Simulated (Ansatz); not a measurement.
SiO$_{2}$: input and output of an SCF run

We look at SiO$_{2}$: an experimental structure (space group I-42d), with 6 atoms per cell. Source: COD entry 9006285, which need not be the ambient phase.

Theory: DFT, PBE, PAW, plane waves, scalar-relativistic in Ansatz.

The input:

```yaml
crystal:
  lattice:
    - [-2.37405, 2.37405, 3.744]
    - [2.37405, -2.37405, 3.744]
    - [2.37405, 2.37405, -3.744]
  atoms:
    - { symbol: Si, position: [0.0, 0.0, 0.0] }
    - { symbol: Si, position: [0.75, 0.25, 0.5] }
    - { symbol: O, position: [0.99838, 0.625, 0.87338] }
    - { symbol: O, position: [0.375, 0.24838, 0.37338] }
    - { symbol: O, position: [0.75162, 0.125, 0.12662] }
    - { symbol: O, position: [0.875, 0.00162, 0.62662] }
hamiltonian:
  xc: pbe
  pseudopotentials: { kind: paw }
basis:
  ecutwfc: 420
kpoints:
  mp_grid: { grid: [5, 5, 6] }
scf:
  occupations: { method: fermi_dirac, width: 0.001 }
  lower_state_search: "off"
  algorithm: density_mixing
  max_iter: 70
  mixing: {}
output:
  forces: true
  stress: true
```

Launched as:
```sh
ansatz run input.yaml --threads 2 --pin off --max-ram 5120MiB --backend cpu --events-out ev --progress --plain --runs-dir out
```

Program output, abridged:

```
Warning: crystal.symmetry: narrowed to the stabiliser of the k-point mesh — unitary ops 8 → 2; excluded 6 operations that carry a point of the 5×5×6 mesh (shift [0, 0, 0]) off the mesh (the run samples exactly the mesh kpoints.mp_grid names, as under crystal.symmetry.detect: false, and its converged state has the mesh's symmetry, not the crystal's; [...]
Pseudopotentials: kind: paw
Pseudopotential: Si, paw, valence charge 4, recommended cutoff 420 eV (normal), Si.paw.azcp
Pseudopotential: O, paw, valence charge 6, recommended cutoff 420 eV (normal), O.paw.azcp
Functional definition: PBE
Crystal: 6 atoms, lattice volume = 84.406 Å³
Basis set: ecut = 420 eV, 1637 PW (Γ), exchange–correlation on 72×72×72 points (8 copies of the dense FFT grid, shifted against one another)
Bands: 22, of which v1, the nominal top of the filled ones, is band 16 counted from 1 (15 counted from 0)
Symmetry: 2 space group operations
k-points: 48 of 150 (time reversal used)
Non-local potential: Si, projectors of the file, l = 0: 2, l = 1: 2, l = 2: 2
Non-local potential: O, projectors of the file, l = 0: 2, l = 1: 2, l = 2: 1
Initial density: superposition of atomic densities (neutral atoms: chi_scale 0, normalization atom), corrected by the library's trained network
Initial wavefunctions: pseudopotential atomic-orbital guess
Functional: x = pbe(κ = 0.804, μ = 0.2195149727645171), c = pbe(β = 0.06672455060314922)
SCF iter   1: F=—  HF=-3548.121328 eV  |F-HF|=—  |Δ(HF+E_count)|=         —  Δρ=1.00e-3  dr2=2.29e-4  ethr=1.77e-3  ⟨swp⟩=7.0  Hψ=6321  notcnv=0
preconditioner: auto → none  [insulator: Δε(μ)=6.044 eV  Ē_g=16.703 eV  σ=0.001 eV  W_gap=1.00  n_scr=14 (ndim 8)  ℏωp=22.9 eV  f_vac=0.207  D(μ)=0.00/eV (n_scr^D=0)  ε∞_Penn≈2.9]
SCF iter   2: F=—  HF=-3548.123981 eV  |F-HF|=—  |Δ(HF+E_count)|=   2.65e-3  Δρ=5.83e-4  dr2=9.81e-5  ethr=7.14e-7  ⟨swp⟩=3.7  Hψ=3069  notcnv=0  defer=90
SCF iter   3: F=—  HF=-3548.124361 eV  |F-HF|=—  |Δ(HF+E_count)|=   3.80e-4  Δρ=2.46e-4  dr2=1.78e-5  ethr=3.07e-7  ⟨swp⟩=3.0  Hψ=1874  notcnv=0  defer=42
automatic band count: iteration 3 solves 21 bands in place of 22: the levels show a gap, and the empty bands left out lie too high to hold charge; the band table lists the bands solved (type scf.n_extra_bands for more)
SCF iter   4: F=—  HF=-3548.124457 eV  |F-HF|=—  |Δ(HF+E_count)|=   9.57e-5  Δρ=6.61e-5  dr2=2.22e-6  ethr=5.55e-8  ⟨swp⟩=3.0  Hψ=2121  notcnv=0  defer=42
SCF iter   5: F=—  HF=-3548.124456 eV  |F-HF|=—  |Δ(HF+E_count)|=   3.50e-7  Δρ=2.66e-5  dr2=2.75e-7  ethr=6.95e-9  ⟨swp⟩=2.0  Hψ=1710  notcnv=0  defer=42
SCF iter   6: F=-3548.124456 eV  HF=-3548.124456 eV  |F-HF|=2.44e-9  |Δ(HF+E_count)|=   9.84e-9  Δρ=2.77e-6  dr2=2.85e-9  ethr=3.13e-10  ⟨swp⟩=4.9  Hψ=3671  notcnv=0
SCF 1 converged in 6 iterations: F = -3548.124456 eV  dr2 = 2.85e-9
  greatest PAW one-centre occupation: 0.863 electrons in one spin orbital (limit 2), on the O atom at site 5 (counted from 0), in its partial waves of l = 0
SCF converged after 6 iterations
Free energy (F): -3548.124456 eV
Harris-Foulkes:  -3548.124456 eV  (|F-HF|=2.44e-9)
Internal energy: -3548.124456 eV  (E = F + TS)
E sigma→0 (E₀):  -3548.124456 eV
Fermi energy:    4.190415 eV
--- Per-component energies (eV) ---
  E_band       = -171.150595
  E_kinetic    = 804.760014
  E_local      = -2198.285877  (includes V_loc(G=0)·N_el)
  E_nonlocal   = 240.435458
  E_hartree    = 804.618033
  E_xc         = -408.700800
  E_vxc        = -474.378285  (∫ρ·V_xc dr)
  E_paw        = -1662.261396  (= ΣΔE_a)
  E_vpaw       = -152.927875  (= ΣTr[D̂ρ^β])
  E_aug_tail   = 0.010394  (compensation charges beyond the density's cutoff)
  E_ewald      = -1128.700283
  E_smearing   = -0.000000  (= −TS)
  E_closure    = -0.000000  (closes the sum)
  Σ components = -3548.124456   (vs F -3548.124456, Δ=0.00e0)
--- Forces (eV/Å), atoms counted from 1 ---
  atom   1  Si     0.00001147     0.00003230    -0.00003520
  atom   2  Si     0.00003230     0.00001147    -0.00003520
  atom   3  O     -0.00005038     0.13067743     0.00003186
  atom   4  O      0.13067743    -0.00005038     0.00003186
  atom   5  O      0.00004754    -0.13071547     0.00000315
  atom   6  O     -0.13071547     0.00004754     0.00000315
  max |Σ_I F_I| component: 2.88e-6 eV/Å
--- Stress (GPa, compression-positive) ---
        4.177174      -0.000045      -0.000037
       -0.000045       4.177174      -0.000037
       -0.000037      -0.000037       2.218721
  P = ⅓ Tr σ = 3.5244 GPa (35.244 kbar)
```

Gaps of semilocal functionals run low against measured ones. The mesh has less symmetry than the lattice, which lowers the symmetry of the run.

The run took 2.1 s on 2 threads of Intel(R) Xeon(R) 6975P-C (Granite Rapids), with other jobs on the host, peak memory 0.39 GiB.
